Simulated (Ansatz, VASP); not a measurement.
C in VASP and in Ansatz

```
C
1.0
     2.48236    0.00000    0.00000
    -1.24118    2.14979    0.00000
     0.00000    0.00000    4.19792
C
4
Direct
  0.33333 0.66667 0.99978
  0.66667 0.33333 0.49978
  0.33333 0.66667 0.37422
  0.66667 0.33333 0.87422
```

Change from the starting cell: strained cell.

Alike in both runs: functional LDA; k mesh 9 × 9 × 6; occupations gaussian, width 0.02 eV; no spin polarisation.

Ansatz relaxed the structure, and its values are those at the end. VASP's run is a single point on that final structure, the one shown.

|  | VASP | Ansatz |
| --- | --- | --- |
| version | VASP 6.6.1 | Ansatz 0.2.0 |
| potentials or method | VASP PAW LDA potentials, release 64 (C) | scalar-relativistic, plane waves, PAW |
| plane-wave cutoff (eV) | 520 | 420 |
| valence electrons in the cell | 16 | 16 |

|  | VASP | Ansatz | Ansatz less VASP |
| --- | --- | --- | --- |
| gap on the k mesh at the Fermi level (eV) | 3.05 | 3.07 | +0.021 |
| least direct gap on the mesh (eV) | 4.89 | 4.89 | -0.001 |
| pressure (GPa) | -4.8 | -6.5 | -1.65 |
| rms of the force components (eV/Å) | 0.007 | 0.001 | -0.0064 |

Ansatz warned: «pseudo_functional_mismatch».

Caveats: an odd mesh through Γ misses points on the zone boundary, where band edges often lie.
